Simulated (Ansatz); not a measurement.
# CrO2 (Pnnm) in Ansatz: reference runs

Reference runs on CrO2: the cell as given and a disturbed copy.

Everything below comes from runs of Ansatz 0.2.0. Logs are shortened: lines on timing, memory, paths and dates and some standing lists are left out, and cuts for length are marked.

## Step 1: Starting point

The structure is orthorhombic, space group Pnnm (No. 58). Conventional cell: a = 4.448 Å, b = 4.529 Å, c = 2.986 Å, α = 90.00°, β = 90.00°, γ = 90.00°. Cr (site symmetry 2/m) has 6 O at 1.92 to 1.95 Å as nearest neighbours. O (site symmetry m) has 3 Cr at 1.92 to 1.95 Å as nearest neighbours.

The cell is a database's computed one.

## Step 2: Single point, PBE, collinear spin, ferromagnetic start

input.yaml reads:

```yaml
crystal:
  lattice:
    - [4.4480510066, 0.0, 0.0]
    - [0.0, 4.5292350067, 0.0]
    - [0.0, 0.0, 2.985964]
  atoms:
    - { symbol: Cr, position: [0.0, 0.0, 0.0], spin: 3.0 }
    - { symbol: Cr, position: [0.5, 0.5, 0.5], spin: 3.0 }
    - { symbol: O, position: [0.292969, 0.310183, 0.0] }
    - { symbol: O, position: [0.707031, 0.689817, 0.0] }
    - { symbol: O, position: [0.207031, 0.810183, 0.5] }
    - { symbol: O, position: [0.792969, 0.189817, 0.5] }
hamiltonian:
  xc: pbe
  pseudopotentials: { kind: paw }
magnetization:
  spin_polarized: true
kpoints:
  mp_grid: { grid: [6, 6, 9] }
scf:
  occupations: { method: fermi_dirac, width: 0.05 }
output:
  forces: true
  stress: true
  eigenvalues: true
```

Potentials or basis: Ansatz PAW.

On the command line:

```console
$ ansatz run input.yaml --threads 2 --pin off --max-ram 5120MiB --backend cpu --events-out ev --progress --plain --runs-dir out
```

Standard output:

```text
Warning: RAYON_NUM_THREADS=2 ignored (pool sized by the plan → 2); use --threads N
Engine: ansatz 0.2.0, aarch64-unknown-linux-gnu
Pseudopotentials: kind: paw
Pseudopotential: Cr, paw, valence charge 14, recommended cutoff 420 eV (normal), Cr.paw.azcp
Pseudopotential: O, paw, valence charge 6, recommended cutoff 420 eV (normal), O.paw.azcp
Functional definition: PBE
  parameter kappa = 0.804
  parameter beta = 0.06672455060314922
  exchange = pbe_x(kappa = kappa, mu = beta*pi^2/3)
  correlation = pbe_c(beta = beta)
Crystal: 6 atoms, lattice volume = 60.156 Å³
Basis set: ecut = 420 eV, 1173 PW (Γ), exchange–correlation on 60×64×40 points (8 copies of the dense FFT grid, shifted against one another)
Bands: 35, of which v1, the nominal top of the filled ones, is band 26 counted from 1 (25 counted from 0)
Symmetry: 8 space group operations
Space group: Pnnm (ITA 58), of the structure as read, at distance tolerance 3.9e-5 Å
Magnetic group: BNS 58.393 (UNI 491), of the structure as read, at distance tolerance 3.9e-5 Å
k-points: 80 of 324
Non-local potential: Cr, projectors of the file, l = 0: 3, l = 1: 2, l = 2: 3, l = 3: 1
Non-local potential: O, projectors of the file, l = 0: 2, l = 1: 2, l = 2: 1
PAW form: soft (Blöchl's): semilocal exchange-correlation on the pseudo side does not see the compensation charge
PAW one-centre angular grid: Cr, 590 points (default); XC on 64 Gauss nodes
PAW one-centre angular grid: O, 110 points (default); XC on 64 Gauss nodes
Initial density: superposition of atomic densities (chi_scale 0.1, normalization cell, long waves kept (reshape's long-wave potential 0.00 eV rms))
Starting moments: Σ|m| = 6 μB on 2 of 6 sites
Initial wavefunctions: pseudopotential atomic-orbital guess
Functional: x = pbe(κ = 0.804, μ = 0.2195149727645171), c = pbe(β = 0.06672455060314922)
SCF iter   1: F=—  HF=-9026.853235 eV  |F-HF|=—  |Δ(HF+E_count)|=         —  Δρ=5.39e-2 (↑5.39e-2 ↓3.57e-2)  dr2=2.06e0  dr2_m=5.87e-1  M=4.000 μB ∫|m|=4.591 μB  β_m=0.30  ethr=3.10e-3  ⟨swp⟩=5.2  Hψ=18344  notcnv=0  defer=9
Mixer restart at iter 1: flushing history
preconditioner: auto → Kerker (q_TF=auto, 2.663 Å⁻¹)  [metal: Δε(μ)=0.019 eV  Ē_g=10.215 eV  σ=0.050 eV  W_gap=0.09  n_scr=18 (ndim 8)  ℏωp=28.7 eV  f_vac=0.000  D(μ)=1.60/eV (n_scr^D=10)]
spin=Collinear: Kerker preconditioning applied to the charge; magnetization (m = ρ↑ − ρ↓) channel mixes plain (no charge-response kernel on spin).
SCF iter   2: F=—  HF=-9026.709904 eV  |F-HF|=—  |Δ(HF+E_count)|=   1.43e-1  Δρ=3.48e-2 (↑3.48e-2 ↓2.50e-2)  dr2=7.38e-1  dr2_m=2.65e-1  M=4.000 μB ∫|m|=4.676 μB  β_m=0.54  ethr=3.10e-3  ⟨swp⟩=2.0  Hψ=8106  notcnv=0  defer=154
SCF iter   3: F=—  HF=-9026.687626 eV  |F-HF|=—  |Δ(HF+E_count)|=   2.23e-2  Δρ=9.05e-3 (↑9.05e-3 ↓8.46e-3)  dr2=9.63e-2  dr2_m=1.13e-2  M=4.000 μB ∫|m|=4.770 μB  β_m=0.63  ethr=1.42e-3  ⟨swp⟩=2.5  Hψ=9432  notcnv=0  defer=156
SCF iter   4: F=—  HF=-9026.681632 eV  |F-HF|=—  |Δ(HF+E_count)|=         —  Δρ=2.80e-3 (↑2.34e-3 ↓2.80e-3)  dr2=6.67e-3  dr2_m=1.76e-3  M=4.000 μB ∫|m|=4.817 μB  β_m=0.63  ethr=1.85e-4  ⟨swp⟩=2.6  Hψ=10588  notcnv=0  defer=157
Mixer restart at iter 4: flushing history
SCF iter   5: F=—  HF=-9026.691812 eV  |F-HF|=—  |Δ(HF+E_count)|=   1.02e-2  Δρ=2.25e-3 (↑2.25e-3 ↓1.22e-3)  dr2=4.11e-3  dr2_m=5.71e-4  M=4.000 μB ∫|m|=4.832 μB  β_m=0.82  ethr=1.28e-5  ⟨swp⟩=2.3  Hψ=8116  notcnv=0  defer=157
SCF iter   6: F=—  HF=-9026.699140 eV  |F-HF|=—  |Δ(HF+E_count)|=   7.33e-3  Δρ=8.88e-4 (↑8.88e-4 ↓6.21e-4)  dr2=2.01e-3  dr2_m=2.69e-5  M=4.000 μB ∫|m|=4.834 μB  β_m=0.91  ethr=7.91e-6  ⟨swp⟩=2.0  Hψ=9130  notcnv=0  defer=157
SCF iter   7: F=—  HF=-9026.700056 eV  |F-HF|=—  |Δ(HF+E_count)|=   9.16e-4  Δρ=5.12e-4 (↑5.12e-4 ↓3.92e-4)  dr2=7.74e-4  dr2_m=3.87e-6  M=4.000 μB ∫|m|=4.834 μB  β_m=0.95  ethr=3.86e-6  ⟨swp⟩=2.1  Hψ=7763  notcnv=0  defer=157
SCF iter   8: F=—  HF=-9026.700067 eV  |F-HF|=—  |Δ(HF+E_count)|=   1.05e-5  Δρ=5.41e-4 (↑5.41e-4 ↓2.59e-4)  dr2=3.21e-4  dr2_m=1.23e-5  M=4.000 μB ∫|m|=4.827 μB  β_m=0.98  ethr=1.49e-6  ⟨swp⟩=2.0  Hψ=9317  notcnv=0  defer=157
SCF iter   9: F=—  HF=-9026.700113 eV  |F-HF|=—  |Δ(HF+E_count)|=   4.61e-5  Δρ=1.77e-4 (↑1.77e-4 ↓1.44e-4)  dr2=5.13e-5  dr2_m=2.42e-7  M=4.000 μB ∫|m|=4.829 μB  β_m=0.92  ethr=6.17e-7  ⟨swp⟩=2.5  Hψ=9597  notcnv=0  defer=157
SCF iter  10: F=—  HF=-9026.700001 eV  |F-HF|=—  |Δ(HF+E_count)|=   1.12e-4  Δρ=3.36e-5 (↑3.36e-5 ↓2.34e-5)  dr2=1.85e-6  dr2_m=3.13e-8  M=4.000 μB ∫|m|=4.829 μB  β_m=0.96  ethr=9.87e-8  ⟨swp⟩=2.0  Hψ=8297  notcnv=0  defer=157
SCF iter  11: F=—  HF=-9026.700002 eV  |F-HF|=—  |Δ(HF+E_count)|=   4.98e-7  Δρ=5.78e-6 (↑5.78e-6 ↓4.39e-6)  dr2=5.60e-8  dr2_m=1.17e-9  M=4.000 μB ∫|m|=4.829 μB  β_m=0.98  ethr=3.57e-9  ⟨swp⟩=2.1  Hψ=8023  notcnv=0  defer=157
SCF iter  12: F=-9026.700002 eV  HF=-9026.700002 eV  |F-HF|=4.18e-8  |Δ(HF+E_count)|=   6.50e-8  Δρ=5.23e-6 (↑5.23e-6 ↓3.41e-6)  dr2=4.77e-8  dr2_m=5.25e-10  M=4.000 μB ∫|m|=4.829 μB  ethr=1.08e-10  ⟨swp⟩=7.3  Hψ=20669  notcnv=0
SCF 1 converged in 12 iterations: F = -9026.700002 eV  dr2 = 4.77e-8
SCF converged after 12 iterations
Magnetization: 4.0000 μB (28.0000 up, 24.0000 down)
Absolute magnetization: 4.8290 μB (∫|ρ↑−ρ↓|, with the PAW one-centre terms)
Spin contamination: 0.1440 ħ² per cell (⟨S²⟩ above its minimum at these occupations)
Per-site moments (μB) at R_I (Å): [(1.7870450084866008, 0.7904405580165951), (1.7870450084866016, 0.7904405580165951), (-0.08960862618909876, 0.7904405580165951), (-0.08960862618909876, 0.7904405580165951), (-0.0896086261890988, 0.7904405580165951), (-0.08960862618909879, 0.7904405580165951)]
Free energy (F): -9026.700002 eV
Harris-Foulkes:  -9026.700002 eV  (|F-HF|=4.18e-8)
Internal energy: -9026.689676 eV  (E = F + TS)
E sigma→0 (E₀):  -9026.694839 eV
Entropy (-TS):   -0.010326 eV (-1.721 meV/atom)
Fermi energy:    9.804662 eV
--- Per-component energies (eV) ---
  E_band       = -544.045964
  E_kinetic    = 1370.116003
  E_local      = -4515.702880  (includes V_loc(G=0)·N_el)
  E_nonlocal   = 344.702721
  E_hartree    = 1796.337441
  E_xc         = -569.933779
  E_vxc        = -726.818691  (∫ρ·V_xc dr)
  E_paw        = -3015.681626  (= ΣΔE_a)
  E_vpaw       = -609.019193  (= ΣTr[D̂ρ^β])
  E_aug_tail   = 0.010691  (compensation charges beyond the density's cutoff)
  E_ewald      = -4436.538246
  E_smearing   = -0.010326  (= −TS)
  E_closure    = 0.000000  (closes the sum)
  Σ components = -9026.700002   (vs F -9026.700002, Δ=0.00e0)
--- Forces (eV/Å), atoms counted from 1 ---
  atom   1  Cr     0.00000000    -0.00000000     0.00000000
  atom   2  Cr     0.00000000     0.00000000     0.00000000
  atom   3  O      0.27115262     0.15754652     0.00000000
  atom   4  O     -0.27115262    -0.15754652     0.00000000
  atom   5  O     -0.27115262     0.15754652     0.00000000
  atom   6  O      0.27115262    -0.15754652     0.00000000
  max |Σ_I F_I| component: 5.55e-17 eV/Å
--- Stress (GPa, compression-positive) ---
       -8.233965       0.000000       0.000000
        0.000000      -8.590027       0.000000
        0.000000       0.000000     -12.917563
  P = ⅓ Tr σ = -9.9139 GPa (-99.139 kbar)
--- Band table (eV; the first three rows and the last of 160) ---
  k-point 0 ↑: bands = ["-63.6348", "-63.6306", "-35.0082", "-35.0081", "-34.9035", "-34.9020", "-34.8336", "-34.8218", "-9.5231", "-7.9385", "-7.5795", "-7.5622", "2.6041", "3.2859", "3.8243", "4.8379", "4.8424", "6.1248", "6.3442", "6.5352", "8.2507", "8.2656", "8.6266", "8.6801", "8.6881", "8.7107", "8.7185", "8.7709", "9.2721", "10.7612", "10.9667", "13.3021", "13.3056", "14.2546", "16.9090"]
  k-point 1 ↑: bands = ["-63.6335", "-63.6297", "-35.0067", "-35.0067", "-34.9015", "-34.9001", "-34.8476", "-34.8365", "-9.4188", "-7.9105", "-7.6001", "-7.5840", "2.7571", "3.3849", "3.9568", "4.7020", "4.7383", "6.1273", "6.3734", "6.5469", "7.4341", "7.9675", "8.0344", "8.6341", "8.7797", "8.7812", "9.1493", "9.3597", "9.3860", "10.8164", "11.0373", "13.0884", "13.1003", "14.0877", "17.2933"]
  k-point 2 ↑: bands = ["-63.6304", "-63.6272", "-35.0029", "-35.0029", "-34.8964", "-34.8954", "-34.8827", "-34.8737", "-9.1304", "-7.8585", "-7.6523", "-7.6398", "3.1722", "3.6366", "4.3462", "4.5420", "4.6269", "5.3421", "6.4506", "6.8144", "6.9027", "7.2289", "7.3046", "8.3478", "8.8741", "8.9827", "9.1743", "9.9029", "9.9205", "10.6656", "11.3948", "12.7000", "12.7260", "13.5895", "18.3051"]
  k-point 79 ↓: bands = ["-61.3140", "-61.3140", "-32.9452", "-32.9452", "-32.5970", "-32.5970", "-32.5297", "-32.5297", "-8.1123", "-8.1123", "-7.9994", "-7.9994", "3.8676", "3.8676", "4.0970", "4.0970", "5.4292", "5.4292", "6.2087", "6.2087", "7.5743", "7.5743", "8.2469", "8.2469", "11.2305", "11.2305", "11.8078", "11.8078", "11.9817", "11.9817", "13.4380", "13.4380", "13.8120", "13.8120", "21.2205"]
```

Wall time 13 s (2 threads of Arm Neoverse V1, shared host); peak memory 0.52 GiB.

What came out:

```yaml
Free_energy: -9026.7000 eV
Pressure: -9.9 GPa
Largest_force: 0.314 eV/Å
Band_gap_on_the_k_mesh: none (metal or under the smearing width)
Net_moment: 4.00 μB per cell
Absolute_moment: 4.83 μB per cell
Site_moments: Cr +1.79; O -0.09 μB
```

Forces in eV/Å, atoms in the order of the input:
```
Cr   0.000  0.000  0.000
Cr   0.000  0.000  0.000
O    0.271  0.158  0.000
O   -0.271 -0.158  0.000
O   -0.271  0.158  0.000
O    0.271 -0.158  0.000
```

Levels at points of the mesh, in eV from the Fermi level:
Spin up:
| k point | band 25 | band 26 | band 27 | band 28 | band 29 | band 30 | band 31 | band 32 |
| --- | --- | --- | --- | --- | --- | --- | --- | --- |
| (0.00, 0.00, 0.00) | -1.12 | -1.09 | -1.09 | -1.03 | -0.53 | 0.96 | 1.16 | 3.50 |
| (0.00, -0.50, 0.00) | -0.81 | -0.81 | -0.31 | -0.31 | 0.31 | 0.31 | 3.10 | 3.10 |
| (-0.50, 0.00, 0.00) | -0.81 | -0.81 | -0.31 | -0.31 | 0.32 | 0.32 | 3.16 | 3.16 |
| (-0.50, -0.50, 0.00) | -1.44 | -1.44 | -1.09 | -1.09 | 0.85 | 0.85 | 2.53 | 2.53 |
Spin down:
```tsv
k point	band 21	band 22	band 23	band 24	band 25	band 26	band 27	band 28
(0.00, 0.00, 0.00)	-1.62	-1.29	-1.24	-0.87	1.00	1.11	1.28	1.32
(0.00, -0.50, 0.00)	-2.74	-2.74	-1.62	-1.62	1.66	1.66	1.88	1.88
(-0.50, 0.00, 0.00)	-2.71	-2.71	-1.55	-1.55	1.68	1.68	1.87	1.87
(-0.50, -0.50, 0.00)	-2.42	-2.42	-2.09	-2.09	1.09	1.09	1.32	1.32
```

Caveat: the pressure holds a Pulay correction of +0.9 GPa for the finite cutoff; semilocal functionals often make such compounds metallic where correlation or magnetic order opens a gap, which also shifts bond lengths; only a ferromagnetic start was run, and an antiferromagnetic order may lie lower in energy.

## Step 3: Single point, PBE, collinear spin, ferromagnetic start (atoms moved at random, drawn with an rms of 0.05 Å)

input.yaml reads:

```yaml
crystal:
  lattice:
    - [4.4480510066, 0.0, 0.0]
    - [0.0, 4.5292350067, 0.0]
    - [0.0, 0.0, 2.985964]
  atoms:
    - { symbol: Cr, position: [-0.010215, -0.002102, 0.007319], spin: 3.0 }
    - { symbol: Cr, position: [0.509129, 0.500037, 0.513534], spin: 3.0 }
    - { symbol: O, position: [0.282715, 0.311232, -0.000586] }
    - { symbol: O, position: [0.717031, 0.684642, -0.014939] }
    - { symbol: O, position: [0.200249, 0.809209, 0.500102] }
    - { symbol: O, position: [0.800004, 0.189407, 0.50641] }
hamiltonian:
  xc: pbe
  pseudopotentials: { kind: paw }
magnetization:
  spin_polarized: true
kpoints:
  mp_grid: { grid: [6, 6, 9] }
scf:
  occupations: { method: fermi_dirac, width: 0.05 }
output:
  forces: true
  stress: true
  eigenvalues: true
```

Potentials or basis: Ansatz PAW.

On the command line:

```console
$ ansatz run input.yaml --threads 2 --pin off --max-ram 5120MiB --backend cpu --events-out ev --progress --plain --runs-dir out
```

It took 83 s on 2 threads of Arm Neoverse V1, shared host; peak memory 0.9 GiB.

Results (log left out):

| Property | Result |
| --- | --- |
| Free energy | -9026.5695 eV |
| Pressure | -9.2 GPa |
| Largest force | 1.311 eV/Å |
| Band gap on the k mesh | none (metal or under the smearing width) |
| Net moment | 4.00 μB per cell |
| Absolute moment | 4.81 μB per cell |
| Site moments | Cr +1.70, +1.81; O -0.09 μB |

Forces on the atoms (eV/Å):
```
Cr   1.215  0.073 -0.225
Cr  -1.149 -0.312 -0.549
O    0.992  0.299  0.169
O   -0.724 -0.105  0.711
O    0.145  0.098  0.034
O   -0.479 -0.053 -0.139
```

Stress tensor (GPa, compression positive):
```
 -8.14   0.41   0.69
  0.41  -7.48   0.46
  0.69   0.46 -11.99
```

Levels at points of the mesh, in eV from the Fermi level:
Spin up:
```tsv
k point	band 25	band 26	band 27	band 28	band 29	band 30	band 31	band 32
(0.00, 0.00, 0.00)	-1.21	-1.07	-0.91	-0.86	-0.51	0.94	1.15	3.32
(0.00, -0.50, 0.00)	-0.97	-0.79	-0.35	-0.17	0.22	0.36	2.83	2.99
(-0.50, 0.00, 0.00)	-0.96	-0.79	-0.38	-0.15	0.20	0.40	2.88	2.97
(-0.50, -0.50, 0.00)	-1.41	-1.33	-1.07	-1.02	0.78	0.87	2.41	2.60
```
Spin down:
| k point | band 20 | band 21 | band 22 | band 23 | band 24 | band 25 | band 26 | band 27 | band 28 | band 29 |
| --- | --- | --- | --- | --- | --- | --- | --- | --- | --- | --- |
| (0.00, 0.00, 0.00) | -3.26 | -1.63 | -1.39 | -1.28 | -0.83 | 0.97 | 1.11 | 1.19 | 1.36 | 1.40 |
| (0.00, -0.50, 0.00) | -3.81 | -2.75 | -2.68 | -1.72 | -1.54 | 1.50 | 1.60 | 1.92 | 1.93 | 2.03 |
| (-0.50, 0.00, 0.00) | -3.74 | -2.85 | -2.53 | -1.80 | -1.31 | 1.49 | 1.65 | 1.85 | 1.96 | 1.98 |
| (-0.50, -0.50, 0.00) | -2.83 | -2.48 | -2.36 | -2.15 | -2.04 | 1.05 | 1.12 | 1.23 | 1.41 | 2.24 |

Caveat: the pressure holds a Pulay correction of +0.9 GPa for the finite cutoff; semilocal functionals often make such compounds metallic where correlation or magnetic order opens a gap, which also shifts bond lengths; only a ferromagnetic start was run, and an antiferromagnetic order may lie lower in energy.
